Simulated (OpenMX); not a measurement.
C: single point with PBE

Crystal: C.

```xyz
4
Lattice="1.2332 0.7120 8.2826 -1.2332 0.7120 8.2826 0.0000 -1.4240 8.2826" Properties=species:S:1:pos:R:3 pbc="T T T"
C     0.0000    0.0000    2.1661
C     0.0000    0.0000   18.7315
C     0.0000    0.0000    6.1163
C     0.0000    0.0000   22.6818
```

This isn't the form of C at room conditions, which is graphite.

* Program: OpenMX 3.8.5
* Task: single point
* Functional: PBE
* Potentials or basis: OpenMX 2013 PBE set, C6.0-s2p2d1, grid cutoff 300 Ry
* k mesh: 13 × 13 × 13
* Occupations: fermi-dirac, width 0.05 eV
* Spin: no spin polarisation
* Mixing scheme: rmm-diisk
* SCF threshold: 1e-08 Ha
* Solver: band
* Max SCF cycles: 100

| Item | Value |
| --- | --- |
| Pressure | 2.4 GPa |
| Largest force | 0.074 eV/Å |
| Band gap on the k mesh | 1.21 eV, indirect (least direct gap 1.25 eV) |

Forces on the atoms (eV/Å):
```
C    0.000  0.008 -0.073
C    0.000 -0.008 -0.061
C    0.000  0.008  0.061
C    0.000 -0.008  0.073
```

Levels at points of the mesh, in eV from the valence-band top:
```
           k point  band 6  band 7  band 8  band 9  band 10  band 11
(0.00, 0.00, 0.00)   -1.46   -1.45   -1.45    9.34     9.95     9.95
```

Wall time 2.1 min on 1 thread of AMD EPYC 9R45 96-Core Processor (Zen 5), on a shared host, peak memory 0.3 GiB.

Caveat: an odd mesh through Γ misses points on the zone boundary, where band edges often lie; the basis of atomic orbitals isn't converged, which shifts pressures, moduli and gaps.
